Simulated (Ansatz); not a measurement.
# H-terminated Sn(111) slab, 1 bilayer: from the cell to its phonons, part 2 of 3

Wanted: phonon frequencies of H-terminated Sn(111) slab, 1 bilayer and what follows from them.

Ansatz 0.2.0; DFT LDA, scalar-relativistic, plane waves, PAW; PAW set soft_1.

So far: The starting structure; Relaxation.

## (3) Relaxing to small forces for the phonons

Phonons need a cell at rest on their own settings, so the relaxation is repeated with tight tolerances on forces and stress on the k mesh and occupations of the first response run.

Contents of input.yaml:

```yaml
crystal:
  lattice:
    - [4.5800359288, 0.0, 0.0]
    - [-2.2900179644, 3.9664274646, 0.0]
    - [0.0, 0.0, 32.593500429]
  atoms:
    - { symbol: H, position: [0.0, 0.0, 0.2014920523] }
    - { symbol: H, position: [0.3333333333, 0.6666666667, 0.3322570011] }
    - { symbol: Sn, position: [0.0, 0.0, 0.2542753976] }
    - { symbol: Sn, position: [0.3333333333, 0.6666666667, 0.2794736558] }
  periodic: [true, true, false]
kpoints:
  mp_grid: { grid: [6, 6, 1] }
hamiltonian:
  xc: lda
  pseudopotentials: { kind: paw, azcp: { folder: soft_1 }, xc_functional: pbe }
scf:
  occupations: { method: fixed }
output:
  forces: true
  stress: true
  eigenvalues: true
  write_density: true
  write_potential: true
  elf: true
  volumetric_format: npy
relax:
  adjacent_minimum: "off"
  f_tol: 0.001
  max_steps: 60
  cell: { stress_2d_tol: 0.002 }
```

On the command line:

```bash
ansatz run input.yaml --threads 4 --pin off --max-ram 16384MiB --backend cpu --events-out ev --progress --plain --runs-dir out
```

Numbers of over 12 decimals in the logs are rounded to 6 here.

What it wrote:

```text
[...]
Crystal: 4 atoms, lattice volume = 592.106 Å³
Basis set: ecut = 420 eV, 11623 PW (Γ)
Bands: 19, of which v1, the nominal top of the filled ones, is band 15 counted from 1 (14 counted from 0)
Symmetry: 12 space group operations
[...]
k-points: 7 of 36
[...]
cell:  # Å, volume = 592.0555 Å³
    - [4.579841, 0.0, 0]
    - [-2.289921, 3.966259, 0]
    - [0, 0, 32.593500429]
  atoms:
    - { symbol: H, position: [9.251858539620035e-18, -5.08852219630634e-17, 0.201498] }
    - { symbol: H, position: [0.333333, 0.666667, 0.332251] }
    - { symbol: Sn, position: [9.251858539620035e-18, -5.08852219630634e-17, 0.254275] }
    - { symbol: Sn, position: [0.333333, 0.666667, 0.279474] }
[key lines of the parts left out:]
SCF converged after 9 iterations
Free energy (F): -11789.321170 eV
Fermi energy:    -5.040106 eV
P = ½ c Tr σ = 0.0001 N/m
```

It took 7 s on 4 threads of Arm Neoverse V2, shared host; peak memory 0.71 GiB; 25 s of CPU time.

Little changed from the start: no atom moved by 0.005 Å and no cell edge by 0.1 %.

Numbers from this step:

```
gap on the k-mesh  : 0.6337 eV
direct gap on mesh : 0.6337 eV
area per atom      : 4.541 Å²
```

Electrostatic potential energy in the ac plane at fractional y = 0.667, with atoms of H and Sn within 0.2 Å of it. With pseudopotentials it is smooth inside the atoms' cores, unlike the true potential.

Ten even steps from '0' (-9.90 × 1e0 eV) to '9' (0.00 × 1e0 eV), each cell a mean:
```
99999999999999
99999999999999
99999999999999
99999999999999
99999999999999
99999999999999
99999999999999
99999999999999
99999999999999
99999999999999
99999999999999
99999999999999
99999999999999
99999999999999
99999999999999
99964468999999
75300003578888
51004400255555
88776677887667
99999999999999
99999999999999
99999999999999
99999999999999
99999999999999
```
Columns run along a (4.6 Å; values clipped at the 3rd and 97th percentile), rows up along c (32.6 Å). Atoms in or near the plane, at fractional coordinates: H at (0.33, 0.33), Sn at (0.33, 0.28).

Valence density in the ac plane at fractional y = 0.667, with atoms of H and Sn within 0.2 Å of it. It is the smooth field of the valence electrons, not physical close to the nuclei.

Ten steps, logarithmic in the rise over the least value, from '0' (0.00 × 1e0 e/Å³) to '9' (6.00 × 1e0 e/Å³), each cell a mean:
```
00000000000000
00000000000000
00000000000000
00000000000000
00000000000000
00000000000000
00000000000000
00000000000000
00000000000000
00000000000000
00000000000000
00000000000000
00000000000000
00000000000000
00000000000000
00124421000000
12467764211001
33589985332222
11111111111111
00000000000000
00000000000000
00000000000000
00000000000000
00000000000000
```
Columns run along a (4.6 Å), rows up along c (32.6 Å). Atoms in or near the plane, at fractional coordinates: H at (0.33, 0.33), Sn at (0.33, 0.28).

ELF in the ac plane at fractional y = 0.667, with atoms of H and Sn within 0.2 Å of it. It is the smooth field of the valence electrons, not physical close to the nuclei.

Ten even steps from '0' (0.00 × 1e-1) to '9' (9.98 × 1e-1), each cell a mean:
```
00000000000000
00000000000000
00000000000000
00000000000000
00000000000000
00000000000000
00000000000000
00000000000000
00000000000000
00000000000000
00000000000000
00000000000000
00000000000000
00000000000000
02467764200000
27999999720000
24555555321111
54311113454334
22222222222332
10000000013553
00000000000110
00000000000000
00000000000000
00000000000000
```
Columns run along a (4.6 Å), rows up along c (32.6 Å). Atoms in or near the plane, at fractional coordinates: H at (0.33, 0.33), Sn at (0.33, 0.28).

The largest force component left is 0.40 meV/Å, within the tolerances set.

## (4) Zone-centre response

The zone centre comes first: it holds the modes that light can see, as far as symmetry allows. The response to a homogeneous field gives the Born charges and the dielectric tensor.

input.yaml, the sections that differ from step 3:

```yaml
crystal:
  lattice:
    - [4.5798410765, 0.0, 0.0]
    - [-2.2899205382, 3.9662587175, 0.0]
    - [0.0, 0.0, 32.593500429]
  atoms:
    - { symbol: H, position: [0.0, 0.0, 0.2014981378] }
    - { symbol: H, position: [0.3333333333, 0.6666666667, 0.3322509156] }
    - { symbol: Sn, position: [0.0, 0.0, 0.2542748529] }
    - { symbol: Sn, position: [0.3333333333, 0.6666666667, 0.2794742005] }
  periodic: [true, true, false]
output:
  eigenvalues: true
phonons:
  method: dfpt
  dielectric: true
# kpoints, hamiltonian, scf: as in step 3
# relax: removed
```

What it wrote:

```text
Warning: phonons.dielectric: true without phonons.rigid_motions: the static dielectric tensor ε⁰ will be withheld (ε∞, Z* and the rows of modes are given); for a crystal or a slab, whose only rigid motions are the translations, set phonons.rigid_motions: translations
Warning: crystal.symmetry: narrowed to the stabiliser of the run's FFT grids — unitary ops 12 → 6. A phonons.method: dfpt run fills in the rows of the dynamical matrix that it does not solve by its symmetry operations, which is exact only for operations that map its FFT grids onto themselves: filled in by any other, the frequencies could depend on the order in which like atoms are typed, or, by more than the grids' own error, on where the crystal sits among the grids' points. Excluded: 6 operations. The run can therefore solve more perturbations, solve them on more k-points, or both, and cost more. [rest of the remark cut]
[...]
Crystal: 4 atoms, lattice volume = 592.056 Å³
Basis set: ecut = 420 eV, 11623 PW (Γ), exchange–correlation on 64×64×450 points (8 copies of the dense FFT grid, shifted against one another)
Bands: 19, of which v1, the nominal top of the filled ones, is band 15 counted from 1 (14 counted from 0)
Symmetry: 12 space group operations
k-points: 13 of 36 (irreducible under 2 space group operations, time reversal used)
[...]
SCF iter   1: F=—  HF=-11789.915341 eV  |F-HF|=—  |Δ(HF+E_count)|=         —  Δρ=1.62e-2  dr2=1.58e0  ethr=3.10e-3  ⟨swp⟩=6.5  Hψ=1240  notcnv=0  defer=20
[...]
SCF iter   9: F=-11789.321146 eV  HF=-11789.321146 eV  |F-HF|=1.46e-11  |Δ(HF+E_count)|=  4.40e-10  Δρ=8.59e-8  dr2=3.41e-11  ethr=1.00e-12  ⟨swp⟩=24.2  Hψ=2443  notcnv=0
SCF 1 converged in 9 iterations: F = -11789.321146 eV  dr2 = 3.41e-11
[...]
DFPT response loops at Γ: preconditioner auto → none (the input reference at scf.mixing.eps_inf says where Resta's filter doesn't serve); β = 0.50; Broyden in place of MSR1
── the response to a field inside a basis, on 8×8×1 k-points: an SCF that follows is theirs, and a resumed run solves both again ──
Bands: 16, of which v1, the nominal top of the filled ones, is band 15 counted from 1 (14 counted from 0)
k-points: 20
[...]
Eigensolver: Dense (20 Hₖ)
SCF iter   1: F=—  HF=-11789.335451 eV  |F-HF|=—  |Δ(HF+E_count)|=         —  Δρ=1.67e-4  dr2=1.99e-4  ethr=1.00e-1
[...]
SCF iter   4: F=-11789.335392 eV  HF=-11789.335392 eV  |F-HF|=1.58e-8  |Δ(HF+E_count)|=   9.18e-8  Δρ=2.03e-6  dr2=2.05e-8  ethr=2.38e-9
SCF 1 converged in 4 iterations: F = -11789.335392 eV  dr2 = 2.05e-8
[...]
SCF converged after 9 iterations
Free energy (F): -11789.321146 eV
[...]
Internal energy: -11789.321146 eV  (E = F + TS)
E sigma→0 (E₀):  -11789.321146 eV
Fermi energy:    -5.040123 eV
[...]
--- Band table (eV; the first three rows and the last of 13) ---
  k-point 0: bands = [... 11 lower, -10.4645, -7.1876, -5.0401, -5.0401, -4.4064, -1.5344, -1.5344, -1.4874]
  k-point 1: bands = [... 11 lower, -10.5454, -7.2377, -6.7978, -5.4898, -3.1180, -1.4955 (-1.4955°), -1.3401, -0.7564]
  k-point 2: bands = [... 11 lower, -11.0964, -7.9732, -7.3659, -6.1171, -3.3231, -1.4049, -0.9729, 0.2784]
  k-point 12: bands = [... 11 lower, -11.6819, -8.0086, -7.5400, -7.0289, -2.0913, -1.4778, -0.8868, -0.4218]
  ° read free of the cell's end (the report's vacuum.weakly_bound_levels)
--- Phonons (Γ-DFPT): 8 representative perturbations + reference, on 13 of 36 k-points (Σ response iterations 33) ---
  ASR residual: 1.662e-4 → 0.000e0 eV/Å²; symmetrization residual: 3.800e-6 eV/Å²
  The last average, over the group as it would stand without the narrowing to the FFT grids, took up to 2.962e-7 eV/Å² of the zone centre's force constants
  ASR residual per site (eV/Å²): 9.48e-5 9.43e-5 1.66e-4 1.66e-4
  Γ frequencies (cm⁻¹): 0.00 0.00 0.00 142.48 201.60 201.60 351.00 351.00 537.50 537.50 1833.25 1855.60
  ε∞ (high-frequency dielectric tensor):
        3.291380    -0.000000     0.000000
       -0.000000     3.291380    -0.000000
        0.000000    -0.000000     1.125439
  α∞ (the layer's polarisability for a field applied outside it; Å, Gaussian; ε∞ is over the cell's 32.594 Å):
        5.943171    -0.000000     0.000000
       -0.000000     5.943171    -0.000000
        0.000000    -0.000000     0.325352
  ε⁰ (static dielectric tensor): not given — the deck does not say what the cell's rigid motions are, and on a molecule in a box or a wire the rigid rotations would enter the sum over the modes at Γ. For a crystal or a slab, whose only rigid motions are the translations, set phonons.rigid_motions: translations.
  Born effective charges Z* (e; rows j = field, columns β = displacement):
    site 0:
        -0.59642   -0.00000   -0.00000
        -0.00000   -0.59642   -0.00000
        -0.00000   -0.00000   -0.16657
    site 1:
        -0.59642   -0.00000   -0.00000
        -0.00000   -0.59642   -0.00000
        -0.00000   -0.00000   -0.16657
    site 2:
         0.59642    0.00000    0.00000
         0.00000    0.59642    0.00000
         0.00000    0.00000    0.16657
    site 3:
         0.59642    0.00000    0.00000
         0.00000    0.59642    0.00000
         0.00000    0.00000    0.16657
  Z* charge neutrality: 2.761e-3 e pre-enforcement
  solved inside a basis spanned on kpoints, on 8×8×1 k-points transformed towards the longest dipole: ε∞ is read to err by 1.6e-2, Z* by 1.6e-2 e (field_mesh: kpoints solves on kpoints); Z* is corrected for what the basis lacks
  optical modes at Γ without the LO–TO term, one row a degenerate level:
      ω (cm⁻¹)  modes    IR ((D/Å)²/amu)
        142.48      1             0.0000
        201.60      2             0.0000
        351.00      2            32.8425
        537.50      2             0.0000
       1833.25      1             0.0000
       1855.60      1             1.2808
```

Elapsed: 68 s, on 4 threads; peak memory 1.4 GiB; 4.1 min of CPU time.

This step gave:

| Quantity | Value |
| --- | --- |
| sum-rule residual before enforcement | 1.66e-4 eV/Å² |
| miss of the charge sum rule | 0.002761 e |
| estimated error of the dielectric tensor | 0.01582 |
| estimated error of the Born charges | 0.01569 e |
| point group | -3m |
| highest optical mode at the zone centre (no LO-TO term) | 1856 cm⁻¹ |
| lowest optical zone-centre mode | 142.5 cm⁻¹ |
| largest Born charge (third of the trace) | -0.4531 e |

Without the LO-TO term. Patterns of degenerate modes are one choice out of their space. The modes at Γ (shares of kinetic energy by element, %):

```
mode  frequency (cm⁻¹)  symmetry  H %  Sn %
   1               0.0  acoustic    1    99
   2               0.0  acoustic    1    99
   3               0.0  acoustic    1    99
   4             142.5       A1g    1    99
   5             201.6        Eg    1    99
   6             201.6        Eg    1    99
   7             351.0        Eu   99     1
   8             351.0        Eu   99     1
   9             537.5        Eg   99     1
  10             537.5        Eg   99     1
  11            1833.2       A1g   99     1
  12            1855.6       A2u   99     1
```

Displacements in mode 4 (142.5 cm⁻¹), the largest set to 1:
```
H1   0.00  0.00 -0.94
H2   0.00  0.00  0.94
Sn3  0.00  0.00 -1.00
Sn4  0.00  0.00  1.00
```

Displacements in mode 9 (537.5 cm⁻¹), the largest set to 1:
```
H1  -0.30 -1.00  0.00
H2   0.30  1.00  0.00
Sn3  0.00  0.01  0.00
Sn4  0.00 -0.01  0.00
```

High-frequency dielectric tensor, averaged over the cell of height 32.6 Å or as lengthened by the program, vacuum included. Tensor:

```
       x      y      z
x  3.291      0      0
y      0  3.291      0
z      0      0  1.125
```

Born charge (rows field, columns displacement) (e), principal values of the symmetric part by kind of site:

```
atom  atoms with these values      low   middle     high     mean
  H1                        2  -0.5964  -0.5964  -0.1666  -0.4531
 Sn3                        2   0.1666   0.5964   0.5964   0.4531
```

In full for H1:

```
-0.5964  0.0000  0.0000
 0.0000 -0.5964  0.0000
 0.0000  0.0000 -0.1666
```

Transverse modes. Infrared lines, with heights relative to the strongest:

```
position (cm⁻¹)  label  relative intensity
            142    A1g                 0.0
            202     Eg                 0.0
            351     Eu                 100
            538     Eg                 0.0
           1833    A1g                 0.0
           1856    A2u                 3.9
```

Before it was imposed, the acoustic sum rule was missed by 1.7e-4 eV/Å² and the charge sum rule by 0.0028 e. Small misses are needed for a sound result but don't prove that mesh and cutoff are converged. The lowest optical mode is real, 142 cm⁻¹.

(Part 2 of 3 ends here.)

[Logs are printed without paths, hosts, clocks, repeated set-up lines and the standing remarks that a program may print on its own settings, such as how far it seeks lower states.]

[Hosts, paths, dates, database ids (printed as entryN), source tags and the programs' standing remarks are cut or masked in the printed files.]
